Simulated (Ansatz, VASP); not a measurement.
# One calculation of Y, two programs

INCAR

```
SYSTEM = Y
PREC = Accurate ; ENCUT = 600
EDIFF = 1E-6 ; ISMEAR = 0
SIGMA = 0.1 ; LREAL = .FALSE.
LASPH = .TRUE. ; NELM = 60
ALGO = Normal ; ISIF = 3
LWAVE = .FALSE. ; LCHARG = .FALSE.
GGA = PE ; IBRION = 2
NSW = 90 ; EDIFFG = -0.04
```

KPOINTS

```
Automatic mesh
0
G
  6 6 6
  0 0 0
```

Contents of POSCAR:

```
Y
1.0
    0.0000000000      2.8969741365      6.2468108750
    1.8580511704      0.0000000000      6.2468108750
    1.8580511704      2.8969741365      0.0000000000
Y
2
Direct
    0.8621292245      0.8621292245      0.1378707755
    0.1378707755      0.1378707755      0.8621292245
```

Input for Ansatz:

```yaml
crystal:
  lattice:
    - [0.0, 2.8969741365, 6.246810875]
    - [1.8580511704, 0.0, 6.246810875]
    - [1.8580511704, 2.8969741365, 0.0]
  atoms:
    - { symbol: "Y", position: [0.8621292245, 0.8621292245, 0.1378707755] }
    - { symbol: "Y", position: [0.1378707755, 0.1378707755, 0.8621292245] }
basis:
  ecutwfc: 420
kpoints:
  mp_grid: { grid: [6, 6, 6] }
hamiltonian:
  xc: pbe
scf:
  occupations: { method: gaussian, width: 0.1 }
  lower_state_search: "off"
output:
  forces: true
  stress: true
  eigenvalues: true
relax:
  adjacent_minimum: "off"
  f_tol: 0.04
  max_steps: 70
  cell: { stress_tol: 0.4 }
```

Alike in both runs: task relaxation of cell and atoms; functional PBE; k mesh 6 × 6 × 6; occupations gaussian, width 0.1 eV; no spin polarisation.

```csv
,VASP,Ansatz
version,VASP 6.6.1,Ansatz 0.2.0
potentials or method,"VASP PAW PBE potentials, release 64 (Y_sv)","scalar-relativistic, plane waves, PAW"
plane-wave cutoff (eV),600,420
valence electrons in the cell,22,22
```

VASP gave:

| Property | Result |
| --- | --- |
| gap on the k mesh at the Fermi level, each at its own relaxed structure (eV) | none |
| relaxed volume (Å³/atom) | 33.28 |
| relaxed cell length with the largest relative difference (Å) | 6.857 |

Q: Which values does Ansatz return?

A: gap on the k mesh at the Fermi level, each at its own relaxed structure (eV): none; relaxed volume (Å³/atom): 33.62; relaxed cell length with the largest relative difference (Å): 6.886.

A gap of «none» marks a metal or a gap that the smearing closes.
